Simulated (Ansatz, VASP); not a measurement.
# GaN: VASP beside Ansatz

```
CELL_PARAMETERS angstrom
3.15181 0.00000 0.00000
-1.57591 2.72955 0.00000
0.00000 0.00000 5.13840
ATOMIC_POSITIONS crystal
Ga 0.33333 0.66667 0.99930
Ga 0.66667 0.33333 0.49930
N 0.33333 0.66667 0.37570
N 0.66667 0.33333 0.87570
```

Alike in both runs: task single point; functional LDA; k mesh 8 × 8 × 4; no spin polarisation.

```csv
,VASP,Ansatz
version,VASP 6.6.1,Ansatz 0.2.0
potentials or method,"VASP PAW LDA potentials, release 64 (Ga_d, N)","PAW with Ansatz's default frozen-core files, scalar-relativistic"
plane-wave cutoff (eV),520,420
occupations,"gaussian, width 0.01 eV",fixed
valence electrons in the cell,36,36
```

```tsv
	VASP	Ansatz	Ansatz less VASP
gap on the k mesh at the Fermi level (eV)	2.15	2.13	-0.017
pressure (GPa)	1.1	0.0	-1.09
```

A hybrid or GW would open this gap; LDA tends to underestimate it.
